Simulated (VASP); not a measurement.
# Sb (Fm-3m) in VASP: further runs

Runs on Sb. Level: r2SCAN. Tasks: single point.

Program: VASP 6.6.1. These are calculated values, not measurements. Logs are shortened: lines on timing, memory, paths and dates and some standing lists are left out, and cuts for length are marked.

**1. The crystal as given**

It takes space group Fm-3m (No. 225, cubic). The conventional cell has a = 4.742 Å, b = 4.742 Å, c = 4.742 Å, α = 90.00°, β = 90.00°, γ = 90.00°. Sb (site symmetry m-3m) is surrounded by 12 Sb at 3.35 Å.

This isn't the form of Sb at room conditions, which is rhombohedral.

**2. Single point, r2SCAN**

INCAR

```
SYSTEM = Sb
  PREC = Accurate
  ENCUT = 450
  EDIFF = 1E-6
  ISMEAR = 0
  SIGMA = 0.05
  LREAL = .FALSE.
  LASPH = .TRUE.
  NELM = 100
  ALGO = Normal
  ISIF = 2
  LWAVE = .FALSE.
  LCHARG = .FALSE.
  METAGGA = R2SCAN
  LMIXTAU = .TRUE.
  NBANDS = 8
  ADDGRID = .TRUE.
```

KPOINTS

```
regular mesh
0
G
  4 4 4
  0 0 0
```

POSCAR

```
Sb
1.0
    0.0000000000      2.3712425216      2.3712425216
    2.3712425216      0.0000000000      2.3712425216
    2.3712425216      2.3712425216      0.0000000000
Sb
1
Direct
    0.0000000000      0.0000000000      0.0000000000
```

Potentials or basis: VASP PAW PBE potentials, release 64 (Sb).

Launch:

```console
> cat potpaw_PBE.64/Sb/POTCAR > POTCAR
> mpirun -np 1 vasp_std > vasp.out
```

OUTCAR:

```text
SYSTEM = Sb
   PREC = Accurate
   ENCUT = 450
   EDIFF = 1E-6
   ISMEAR = 0
   LREAL = .FALSE.
   LASPH = .TRUE.
   NELM = 100
   ISIF = 2
   METAGGA = R2SCAN

 Found      8 irreducible k-points:

 Following reciprocal coordinates:
            Coordinates               Weight
  0.000000  0.000000  0.000000      1.000000
  0.250000  0.000000  0.000000      8.000000
  0.500000  0.000000  0.000000      4.000000
  0.250000  0.250000  0.000000      6.000000
  0.500000  0.250000  0.000000     24.000000
 -0.250000  0.250000  0.000000     12.000000
   k-points           NKPTS =      8   k-points in BZ     NKDIM =      8   number of bands    NBANDS=      8
   number of dos      NEDOS =    301   number of ions     NIONS =      1
   total plane-waves  NPLWV =  13824
   dimension x,y,z NGX =    24 NGY =   24 NGZ =   24
   dimension x,y,z NGXF=    48 NGYF=   48 NGZF=   48
   ions per type =               1
   NGX,Y,Z   is equivalent  to a cutoff of  11.90, 11.90, 11.90 a.u.
   NGXF,Y,Z  is equivalent  to a cutoff of  23.80, 23.80, 23.80 a.u.
 SYSTEM =  Sb
   PREC   = accura    normal or accurate (medium, high low for compatibility)
   ISTART =      0    job   : 0-new  1-cont  2-samecut
   ICHARG =      2    charge: 1-file 2-atom 10-const
   ISPIN  =      1    spin polarized calculation?
   LNONCOLLINEAR =      F non collinear calculations
   LSORBIT =      F    spin-orbit coupling
   LASPH  =      T    aspherical Exc in radial PAW
   ENCUT  =  450.0 eV  33.07 Ry    5.75 a.u.   5.80  5.80  5.80*2*pi/ulx,y,z
   NELM   =    100;   NELMIN=  2; NELMDL= -5     # of ELM steps
   EDIFF  = 0.1E-05   stopping-criterion for ELM
   LREAL  =      F    real-space projection
   EDIFFG = 0.1E-04   stopping-criterion for IOM
   NSW    =      0    number of steps for IOM
   IBRION =     -1    ionic relax: 0-MD 1-quasi-New 2-CG
   NFREE  =      0    steps in history (QN), initial steepest desc. (CG)
   ISIF   =      2    stress and relaxation
   ISYM   =      2    0-nonsym 1-usesym 2-fastsym
   POTIM  = 0.5000    time-step for ionic-motion
   TEBEG  =    0.0;   TEEND  =   0.0 temperature during run
   PSTRESS=    0.0 pullay stress
   NELECT =       5.0000    total number of electrons
   NUPDOWN=      -1.0000    fix difference up-down
   EMIN   =  10.00;   EMAX   =-10.00  energy-range for DOS
   EFERMI =   0.00;   METHOD = LEGACY
   ISMEAR =     0;   SIGMA  =   0.05  broadening in eV -4-tet -1-fermi 0-gaus
   EFERMI_NEDOS =   21; number of points for ismear=-14 and -15
   IALGO  =     38    algorithm
   IMIX   =      4    mixing-type and parameters
     AMIX     =   0.40;   BMIX     =  1.00
     AMIX_MAG =   1.60;   BMIX_MAG =  1.00
  volume/ion in A,a.u.               =      26.67       179.95
  Fermi-wavevector in a.u.,A,eV,Ry     =   0.937013  1.770697 11.945820  0.877993
  Thomas-Fermi vector in A             =   2.064081
   LORBIT       =      0    0 simple, 1 ext, 2 COOP (PROOUT), +10 PAW based schemes
   METAGGA = R2SCAN    functional components
   LHFCALC =     F    Hartree Fock is set to
   AEXX    =    0.0000 exact exchange contribution
   IVDW    =     0    specifies the selected vdW correction
   LEPSILON=     F    determine dielectric tensor
   LRPA    =     F    only Hartree local field effects (RPA)
 non-spin polarized calculation
 Gauss-broadening in eV      SIGMA  =   0.05
  energy-cutoff  :      450.00
  volume of cell :       26.67
 maximum number of plane-waves:       604
   NGX = 11   NGY = 11   NGZ = 11

 number of electron       5.0000000 magnetization

 Free energy of the ion-electron system (eV)
  ---------------------------------------------------
  ext. energy  EPLUGINS =         0.00000000
  ---------------------------------------------------
  free energy    TOTEN  =       -25.25141855 eV

  energy without entropy =      -25.24035756  energy(sigma->0) =      -25.24588806

 E-fermi :   7.8221     XC(G=0): -10.9109

 val. band max:        7.8085086271   @ k =   0.5000   0.2500   0.0000
 cond. band min:       8.9508205254   @ k =   0.5000   0.5000   0.0000
 fundamental gap:      1.1423118983
 Fermi energy:         7.8220913926

 k-point     1 :       0.0000    0.0000    0.0000
  band No.  band energies     occupation
      1      -5.0935      2.00000
      2      14.2994      0.00000
      3      14.2994      0.00000
      4      14.2994      0.00000
      5      19.0435      0.00000
      6      19.0435      0.00000
      7      19.0435      0.00000
      8      19.5672      0.00000

 k-point     2 :       0.2500    0.0000    0.0000
  band No.  band energies     occupation
      1      -3.7812      2.00000
      2       7.7709      1.85254
      3      13.1745      0.00000
      4      13.1745      0.00000
      5      17.4297      0.00000
      6      19.5153      0.00000
      7      19.5153      0.00000
      8      21.1528      0.00000

 k-point     3 :       0.5000    0.0000    0.0000
  band No.  band energies     occupation
      1      -1.0040      2.00000
      2       2.3506      2.00000
      3      12.4580      0.00000
      4      12.4580      0.00000
      5      17.3896      0.00000
      6      18.1658      0.00000
      7      18.1658      0.00000
      8      19.0794      0.00000

 k-point     4 :       0.2500    0.2500    0.0000
  band No.  band energies     occupation
      1      -3.3359      2.00000
      2       9.6195      0.00000
      3      10.8063      0.00000
      4      10.8063      0.00000
      5      14.8674      0.00000
      6      15.8484      0.00000
      7      23.8498      0.00000
      8      23.8498      0.00000

 k-point     5 :       0.5000    0.2500    0.0000
  band No.  band energies     occupation
      1      -0.5961      2.00000
      2       4.3019      2.00000
      3       7.8085      1.29915
      4      10.2705      0.00000
      5      14.5439      0.00000
      6      19.3296      0.00000
      7      22.1336      0.00000
      8      23.0901      0.00000

 k-point     6 :      -0.2500    0.2500    0.0000
  band No.  band energies     occupation
      1      -1.7055      2.00000
      2       6.0039      2.00000
      3       7.0007      2.00000
      4      12.1737      0.00000
      5      16.2773      0.00000
      6      20.8863      0.00000
      7      21.0473      0.00000
      8      21.5522      0.00000

 [... further k-points ...]

------------------------ aborting loop because EDIFF is reached ----------------------------------------

  FORCE on cell =-STRESS in cart. coord.  units (eV):
  Direction    XX          YY          ZZ          XY          YZ          ZX
  --------------------------------------------------------------------------------------
  -------------------------------------------------------------------------------------
  Total       -0.0630218     -0.0630218     -0.0630218      0.0000000      0.0000000      0.0000000
  in kB       -3.7865467     -3.7865467     -3.7865467      0.0000000      0.0000000      0.0000000
  external PRESSURE =      -3.7865467 kB  Pullay stress =       0.0000000 kB

 VOLUME and BASIS-vectors are now :
 -----------------------------------------------------------------------------
  energy-cutoff  :      450.00
  volume of cell :       26.67
      direct lattice vectors                 reciprocal lattice vectors
     0.000000000  2.371242522  2.371242522    -0.210859916  0.210859916  0.210859916
     2.371242522  0.000000000  2.371242522     0.210859916 -0.210859916  0.210859916
     2.371242522  2.371242522  0.000000000     0.210859916  0.210859916 -0.210859916

 POSITION                                       TOTAL-FORCE (eV/Angst)
 -----------------------------------------------------------------------------------
      0.00000      0.00000      0.00000         0.000000     -0.000000      0.000000
 -----------------------------------------------------------------------------------
    total drift:                               -0.000000      0.000000      0.000000

  FREE ENERGIE OF THE ION-ELECTRON SYSTEM (eV)
  ---------------------------------------------------
  free  energy   TOTEN  =       -25.2514185537 eV

  energy  without entropy=      -25.2403575642  energy(sigma->0) =      -25.24588806
```

It took 20 s on 1 thread of Intel Xeon Platinum 8559C (Emerald Rapids), shared host; peak memory 0.2 GiB.

These settings aren't checked as converged: the numbers below hold their error.

Results:

```
Free energy            : -25.2514 eV
Pressure               : -0.4 GPa
Band gap on the k mesh : none (metal or under the smearing width)
```

Caveat: the k mesh is coarse (spacing up to 0.57 Å⁻¹), so the values aren't converged; the PAW data sets were made with another functional, which shifts forces and pressure a little.

**3. Single point, r2SCAN**

INCAR: that of step 2 with these lines changed.

```diff
@@ -7,3 +7,3 @@
   LREAL = .FALSE.
-  LASPH = .TRUE.
+  LASPH = .FALSE.
   NELM = 100
@@ -16,2 +16,2 @@
   NBANDS = 8
-  ADDGRID = .TRUE.
+  ADDGRID = .FALSE.
```

KPOINTS is that of step 2.

POSCAR is that of step 2.

Potentials or basis: VASP PAW PBE potentials, release 64 (Sb).

Launch:

```console
> cat potpaw_PBE.64/Sb/POTCAR > POTCAR
> mpirun -np 1 vasp_std > vasp.out
```

OUTCAR:

```text
SYSTEM = Sb
   PREC = Accurate
   ENCUT = 450
   EDIFF = 1E-6
   ISMEAR = 0
   LREAL = .FALSE.
   LASPH = .FALSE.
   NELM = 100
   ISIF = 2
   METAGGA = R2SCAN
     LASPH = .TRUE.)

 Found      8 irreducible k-points:

 Following reciprocal coordinates:
            Coordinates               Weight
  0.000000  0.000000  0.000000      1.000000
  0.250000  0.000000  0.000000      8.000000
  0.500000  0.000000  0.000000      4.000000
  0.250000  0.250000  0.000000      6.000000
  0.500000  0.250000  0.000000     24.000000
 -0.250000  0.250000  0.000000     12.000000
   k-points           NKPTS =      8   k-points in BZ     NKDIM =      8   number of bands    NBANDS=      8
   number of dos      NEDOS =    301   number of ions     NIONS =      1
   total plane-waves  NPLWV =  13824
   dimension x,y,z NGX =    24 NGY =   24 NGZ =   24
   dimension x,y,z NGXF=    48 NGYF=   48 NGZF=   48
   ions per type =               1
   NGX,Y,Z   is equivalent  to a cutoff of  11.90, 11.90, 11.90 a.u.
   NGXF,Y,Z  is equivalent  to a cutoff of  23.80, 23.80, 23.80 a.u.
 SYSTEM =  Sb
   PREC   = accura    normal or accurate (medium, high low for compatibility)
   ISTART =      0    job   : 0-new  1-cont  2-samecut
   ICHARG =      2    charge: 1-file 2-atom 10-const
   ISPIN  =      1    spin polarized calculation?
   LNONCOLLINEAR =      F non collinear calculations
   LSORBIT =      F    spin-orbit coupling
   LASPH  =      F    aspherical Exc in radial PAW
   ENCUT  =  450.0 eV  33.07 Ry    5.75 a.u.   5.80  5.80  5.80*2*pi/ulx,y,z
   NELM   =    100;   NELMIN=  2; NELMDL= -5     # of ELM steps
   EDIFF  = 0.1E-05   stopping-criterion for ELM
   LREAL  =      F    real-space projection
   EDIFFG = 0.1E-04   stopping-criterion for IOM
   NSW    =      0    number of steps for IOM
   IBRION =     -1    ionic relax: 0-MD 1-quasi-New 2-CG
   NFREE  =      0    steps in history (QN), initial steepest desc. (CG)
   ISIF   =      2    stress and relaxation
   ISYM   =      2    0-nonsym 1-usesym 2-fastsym
   POTIM  = 0.5000    time-step for ionic-motion
   TEBEG  =    0.0;   TEEND  =   0.0 temperature during run
   PSTRESS=    0.0 pullay stress
   NELECT =       5.0000    total number of electrons
   NUPDOWN=      -1.0000    fix difference up-down
   EMIN   =  10.00;   EMAX   =-10.00  energy-range for DOS
   EFERMI =   0.00;   METHOD = LEGACY
   ISMEAR =     0;   SIGMA  =   0.05  broadening in eV -4-tet -1-fermi 0-gaus
   EFERMI_NEDOS =   21; number of points for ismear=-14 and -15
   IALGO  =     38    algorithm
   IMIX   =      4    mixing-type and parameters
     AMIX     =   0.40;   BMIX     =  1.00
     AMIX_MAG =   1.60;   BMIX_MAG =  1.00
  volume/ion in A,a.u.               =      26.67       179.95
  Fermi-wavevector in a.u.,A,eV,Ry     =   0.937013  1.770697 11.945820  0.877993
  Thomas-Fermi vector in A             =   2.064081
   LORBIT       =      0    0 simple, 1 ext, 2 COOP (PROOUT), +10 PAW based schemes
   METAGGA = R2SCAN    functional components
   LHFCALC =     F    Hartree Fock is set to
   AEXX    =    0.0000 exact exchange contribution
   IVDW    =     0    specifies the selected vdW correction
   LEPSILON=     F    determine dielectric tensor
   LRPA    =     F    only Hartree local field effects (RPA)
 non-spin polarized calculation
 Gauss-broadening in eV      SIGMA  =   0.05
  energy-cutoff  :      450.00
  volume of cell :       26.67
 maximum number of plane-waves:       604
   NGX = 11   NGY = 11   NGZ = 11

 number of electron       5.0000000 magnetization

 Free energy of the ion-electron system (eV)
  ---------------------------------------------------
  ext. energy  EPLUGINS =         0.00000000
  ---------------------------------------------------
  free energy    TOTEN  =       -25.25141680 eV

  energy without entropy =      -25.24035548  energy(sigma->0) =      -25.24588614

 E-fermi :   7.8221     XC(G=0): -10.9109

 val. band max:        7.8085056107   @ k =   0.5000   0.2500   0.0000
 cond. band min:       8.9508193780   @ k =   0.5000   0.5000   0.0000
 fundamental gap:      1.1423137673
 Fermi energy:         7.8220894854

 k-point     1 :       0.0000    0.0000    0.0000
  band No.  band energies     occupation
      1      -5.0936      2.00000
      2      14.2994      0.00000
      3      14.2994      0.00000
      4      14.2994      0.00000
      5      19.0437      0.00000
      6      19.0437      0.00000
      7      19.0437      0.00000
      8      19.5672      0.00000
[... 45 lines left out ...]
 k-point     6 :      -0.2500    0.2500    0.0000
  band No.  band energies     occupation
      1      -1.7055      2.00000
      2       6.0039      2.00000
      3       7.0007      2.00000
      4      12.1736      0.00000
      5      16.2772      0.00000
      6      20.8860      0.00000
      7      21.0475      0.00000
      8      21.5525      0.00000

 [... further k-points ...]

------------------------ aborting loop because EDIFF is reached ----------------------------------------

  FORCE on cell =-STRESS in cart. coord.  units (eV):
  Direction    XX          YY          ZZ          XY          YZ          ZX
  --------------------------------------------------------------------------------------
  -------------------------------------------------------------------------------------
  Total       -0.0630499     -0.0630499     -0.0630499      0.0000000     -0.0000000      0.0000000
  in kB       -3.7882367     -3.7882367     -3.7882367      0.0000000     -0.0000000      0.0000000
  external PRESSURE =      -3.7882367 kB  Pullay stress =       0.0000000 kB

 VOLUME and BASIS-vectors are now :
 -----------------------------------------------------------------------------
  energy-cutoff  :      450.00
  volume of cell :       26.67
      direct lattice vectors                 reciprocal lattice vectors
     0.000000000  2.371242522  2.371242522    -0.210859916  0.210859916  0.210859916
     2.371242522  0.000000000  2.371242522     0.210859916 -0.210859916  0.210859916
     2.371242522  2.371242522  0.000000000     0.210859916  0.210859916 -0.210859916

 POSITION                                       TOTAL-FORCE (eV/Angst)
 -----------------------------------------------------------------------------------
      0.00000      0.00000      0.00000        -0.000000      0.000000     -0.000000
 -----------------------------------------------------------------------------------
    total drift:                               -0.000000      0.000000     -0.000000

  FREE ENERGIE OF THE ION-ELECTRON SYSTEM (eV)
  ---------------------------------------------------
  free  energy   TOTEN  =       -25.2514168025 eV

  energy  without entropy=      -25.2403554850  energy(sigma->0) =      -25.24588614
```

stdout:

```text
POSCAR found type information on POSCAR Sb
 POSCAR found :  1 types and       1 ions
 scaLAPACK will be used
 -----------------------------------------------------------------------------
|                                                                             |
|                                                                             |
|     You enforced a specific xc type in the INCAR file but a different       |
|     I HOPE YOU KNOW WHAT YOU ARE DOING!                                     |
|                                                                             |
 -----------------------------------------------------------------------------

 LDA part: xc-table for (None), standard interpolation
 POSCAR, INCAR and KPOINTS ok, starting setup
 FFT: planning ... GRIDC
 FFT: planning ... GRID_SOFT
 FFT: planning ... GRID
 WAVECAR not read
 entering main loop
```

It used 5.3 s of CPU time on 1 thread of Intel(R) Xeon(R) Platinum 8559C (Emerald Rapids) (shared host), which was overloaded at the time.

These settings aren't checked as converged: the numbers below hold their error.

What came out:

* Free energy: -25.2514 eV
* Pressure: -0.4 GPa
* Band gap on the k mesh: none (metal or under the smearing width)

Caveat: the k mesh is coarse (spacing up to 0.57 Å⁻¹), so the values aren't converged; the PAW data sets were made with another functional, which shifts forces and pressure a little.

[end of part 1 of 3]
